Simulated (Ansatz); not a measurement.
# From formation energies to a reaction energy: Li3F2

Level of theory: DFT PBE, scalar-relativistic, plane waves, PAW in Ansatz. Settings: cutoff 420 eV, Γ-centred meshes spaced at most about 0.3 Å⁻¹, and about 0.25 Å⁻¹ or finer for metals (2π included), Gaussian smearing. No spin polarisation.

The zero of energy is the elements' standard structures at the same level (F₂ as a molecule); no fitted shifts are applied.

All energies are static (0 K, no zero-point motion). In Li3F2 I4/mmm an odd number of electrons in the primitive cell allows no gap without spin; a larger cell or a magnetic state could open one.

A trial structure of Li3F2 (reached from: 4-connected net, two elements spread over the vertices, changed on relaxing; relaxed: space group I4/mmm (No. 139), a = 2.874 Å, c = 13.539 Å) has a formation energy of -2.215 eV/atom. At its composition the lowest mixture among the elements and 1 reference phase computed alike (others may be missing) consists of these:

```json
{"phase": "Li (solid)", "source": "element", "ΔE_f (eV/atom)": "-0.004"}
{"phase": "LiF (P6_3mc)", "source": "Materials Project", "ΔE_f (eV/atom)": "-2.953"}
```

The lowest database cell of Li (-0.004) lies slightly below the reference, hence the non-zero entry.

Question: Write the balanced decomposition and find its energy per atom, per formula unit and per mole of formula units.

Answer: Balancing Li and F gives Li3F2 → Li + 2 LiF. The left side holds 5 atoms, and the products take 1/5 (Li) and 4/5 (LiF) of them. The mixture therefore lies at 1/5 × (-0.004) + 4/5 × (-2.953) = -2.363 eV/atom. The reaction energy is -2.363 − (-2.215) = -0.148 eV/atom. Times 5 atoms that is -0.740 eV per Li3F2, and times 96.485 it is -71 kJ per mole of Li3F2. Decomposition is downhill, so the trial structure is unstable against this mixture.
